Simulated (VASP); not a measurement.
**VASP 6.6.1 run: AlN**

INCAR

```
LWAVE = .FALSE.
LREAL = .FALSE.
ENCUT = 520
IBRION = -1
ISIF = 2
EDIFF = 1E-7
MAXMIX = 5
NSW = 0
GGA = PE
LCHARG = .FALSE.
NELM = 61
NBANDS = 16
LASPH = .TRUE.
SIGMA = 0.1
PREC = Accurate
ISMEAR = 0
```

KPOINTS

```
KPOINTS created by Atomic Simulation Environment
0
Gamma
12 12 6
0 0 0
```

POSCAR

```
Al N
 1.0000000000000000
     3.2452523039688348    0.0000000000000000    0.0000000000000000
    -1.6226261519844174    2.8104709369269898    0.0000000000000000
     0.0000000000000000    0.0000000000000000    5.2006367362999999
 Al  N
   2   2
Cartesian
 -0.0000000000000000  1.8736472912846600 -0.0145913401662472
  1.6226261519844174  0.9368236456423300  2.5857270279837525
 -0.0000000000000000  1.8736472912846600  1.9648301162787469
  1.6226261519844174  0.9368236456423300  4.5651484844287467
```

The recommended PBE PAW datasets give the neutral cell 16 valence electrons.

Command

```
mpirun -np 1 vasp_std
```

OSZICAR

```
N       E                     dE             d eps       ncg     rms          rms(c)
DAV:   1     0.425309648623E+02    0.42531E+02   -0.71067E+03  2432   0.880E+02
DAV:   2    -0.299462539349E+02   -0.72477E+02   -0.65895E+02  3456   0.180E+02
DAV:   3    -0.337973517384E+02   -0.38511E+01   -0.38378E+01  3064   0.427E+01
DAV:   4    -0.338235159191E+02   -0.26164E-01   -0.26162E-01  2976   0.407E+00
DAV:   5    -0.338238843120E+02   -0.36839E-03   -0.36839E-03  3168   0.483E-01    0.114E+01
DAV:   6    -0.294791546428E+02    0.43447E+01   -0.10824E+01  2968   0.230E+01    0.394E+00
DAV:   7    -0.295085502985E+02   -0.29396E-01   -0.56717E-01  2544   0.539E+00    0.278E+00
DAV:   8    -0.295018119555E+02    0.67383E-02   -0.79897E-02  2672   0.260E+00    0.791E-01
DAV:   9    -0.294949466801E+02    0.68653E-02   -0.14620E-02  3120   0.903E-01    0.286E-01
DAV:  10    -0.294957013834E+02   -0.75470E-03   -0.31789E-03  2760   0.351E-01    0.175E-01
DAV:  11    -0.294955722218E+02    0.12916E-03   -0.36830E-04  2904   0.138E-01    0.865E-02
DAV:  12    -0.294955690913E+02    0.31305E-05   -0.25889E-05  2696   0.424E-02    0.345E-02
DAV:  13    -0.294955686470E+02    0.44432E-06   -0.34341E-06  2952   0.147E-02    0.388E-03
DAV:  14    -0.294955690164E+02   -0.36940E-06   -0.50310E-07  2616   0.630E-03    0.390E-03
DAV:  15    -0.294955691059E+02   -0.89496E-07   -0.52847E-08  1936   0.175E-03
   1 F= -.29495569E+02 E0= -.29495569E+02  d E =-.156468E-12
```

Standard output (part)

```
POSCAR found type information on POSCAR AlN
 POSCAR found :  2 types and       4 ions
 LDA part: xc-table for (Slater+PW92), standard interpolation
 POSCAR, INCAR and KPOINTS ok, starting setup
 WAVECAR not read
 entering main loop
```

From OUTCAR

```
k-points           NKPTS =     76   k-points in BZ     NKDIM =     76   number of bands    NBANDS=     16

   NELECT =      16.0000    total number of electrons

   dimension x,y,z NGX =    24 NGY =   24 NGZ =   40
   dimension x,y,z NGXF=    48 NGYF=   48 NGZF=   80

  energy-cutoff  :      520.00
  volume of cell :       47.43
      direct lattice vectors                 reciprocal lattice vectors
     3.245252304  0.000000000  0.000000000     0.308142451  0.177906127  0.000000000
    -1.622626152  2.810470937  0.000000000     0.000000000  0.355812254  0.000000000
     0.000000000  0.000000000  5.200636736     0.000000000  0.000000000  0.192284147

 k-points in reciprocal lattice and weights: KPOINTS created by Atomic Simulation Env
   0.00000000  0.00000000  0.00000000       0.001
   0.08333333 -0.00000000  0.00000000       0.007
   0.16666667  0.00000000  0.00000000       0.007
   0.25000000 -0.00000000  0.00000000       0.007
   0.33333333 -0.00000000  0.00000000       0.007
   0.41666667 -0.00000000  0.00000000       0.007
   0.50000000 -0.00000000  0.00000000       0.003
   0.08333333  0.08333333  0.00000000       0.007
   ...

 E-fermi :   5.4216

 k-point     1 :       0.0000    0.0000    0.0000
  band No.  band energies     occupation
      1      -9.4689      2.00000
      2      -7.6951      2.00000
      3      -0.4644      2.00000
      4       4.1968      2.00000
      5       4.1968      2.00000
      6       4.8123      2.00000
      7       4.8123      2.00000
      8       4.9739      2.00000
      9       8.1200      0.00000
     10      10.5845      0.00000
     11      14.5957      0.00000
     12      15.2344      0.00000
     13      15.2344      0.00000
     14      16.8287      0.00000
     15      16.9539      0.00000
     16      16.9540      0.00000

 k-point     2 :       0.0833   -0.0000    0.0000
  band No.  band energies     occupation
      1      -9.3931      2.00000
      2      -7.6533      2.00000
      3      -0.3696      2.00000
      4       3.8089      2.00000
      5       4.0931      2.00000
      6       4.3779      2.00000
      7       4.7952      2.00000
      8       4.9380      2.00000
      9       8.5698      0.00000
     10      10.9471      0.00000
     11      14.3170      0.00000
     12      14.7231      0.00000
     13      15.4513      0.00000
     14      16.6172      0.00000
     15      16.9249      0.00000
     16      17.0453      0.00000

 k-point     3 :       0.1667    0.0000    0.0000
  band No.  band energies     occupation
      1      -9.1731      2.00000
      2      -7.5394      2.00000
      3      -0.0910      2.00000
      4       2.8733      2.00000
      5       3.5250      2.00000
      6       3.8458      2.00000
      7       4.7250      2.00000
      8       4.8126      2.00000
      9       9.4561      0.00000
     10      11.6693      0.00000
     11      13.5249      0.00000
     12      13.9247      0.00000
     13      15.9804      0.00000
     14      16.1166      0.00000
     15      16.4530      0.00000
     16      16.9559      0.00000

 ...

  Total       -5.2136742     -5.2136742     -4.7689988      0.0000000      0.0000000      0.0000000
  in kB     -176.1044724   -176.1044724   -161.0844838      0.0000000      0.0000000      0.0000000
  external PRESSURE =    -171.0978095 kB  Pullay stress =       0.0000000 kB

 POSITION                                       TOTAL-FORCE (eV/Angst)
 -----------------------------------------------------------------------------------
      0.00000      1.87365      5.18605         0.000000      0.000000     -0.009358
      1.62263      0.93682      2.58573        -0.000000     -0.000000     -0.009358
      0.00000      1.87365      1.96483         0.000000      0.000000      0.009358
      1.62263      0.93682      4.56515         0.000000     -0.000000      0.009358
 -----------------------------------------------------------------------------------
    total drift:                                0.000000      0.000000      0.000654

  FREE ENERGIE OF THE ION-ELECTRON SYSTEM (eV)
  ---------------------------------------------------
  free  energy   TOTEN  =       -29.4955691059 eV

  energy  without entropy=      -29.4955691059  energy(sigma->0) =      -29.49556911
```

It converged. Results: gap between bands v and c on the k mesh 3.15 eV; least direct gap on the k mesh 3.15 eV; pressure -17.1 GPa. Band v is the last that the valence electrons fill when counted band by band, and c is the next.

For comparison, a separate PBE run of the intended cell, on usual settings and not on those above, gives a gap of 3.15 eV on its mesh and a pressure of -17.1 GPa.

The run above took about 17 s on one core of a shared host (Intel Xeon 6975P-C) and held 0.18 GiB at most.
